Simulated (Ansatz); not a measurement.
Input of an Ansatz 0.2.0 run:

The input input.yaml:

```yaml
crystal:
  lattice:
    - [3.2387666662, 0.0, 0.0]
    - [-1.6193833331, 2.8048542099, 0.0]
    - [0.0, 0.0, 5.1243576326]
  atoms:
    - { symbol: Hf, position: [0.6666666667, 0.3333333333, 0.75] }
    - { symbol: Hf, position: [0.3333333333, 0.6666666667, 0.25] }
hamiltonian:
  xc: { exchange: slater, correlation: vwn5 }
  pseudopotentials: { kind: nc, accuracy: standard, xc_functional: lda }
kpoints:
  mp_grid: { grid: [10, 10, 5] }
scf:
  occupations: { method: fermi_dirac, width: 0.1 }
output:
  forces: true
  stress: true
  eigenvalues: true
```

Potentials or basis: PseudoDojo standard (LDA files).

Command:

```console
$ ansatz run input.yaml --threads 1 --pin off --max-ram 2560MiB --backend cpu --events-out ev --progress --plain --runs-dir out
```

Task: Predict the band gap on the k mesh.

Result: None (metal or under the smearing width).

Task: What does it give for the pressure?

Result: -12.0 GPa.

Stress tensor (GPa, compression positive):
```
-11.89   0.00   0.00
  0.00 -11.89   0.00
  0.00   0.00 -12.33
```

Spin-orbit coupling is left out, which matters for the levels of Hf.
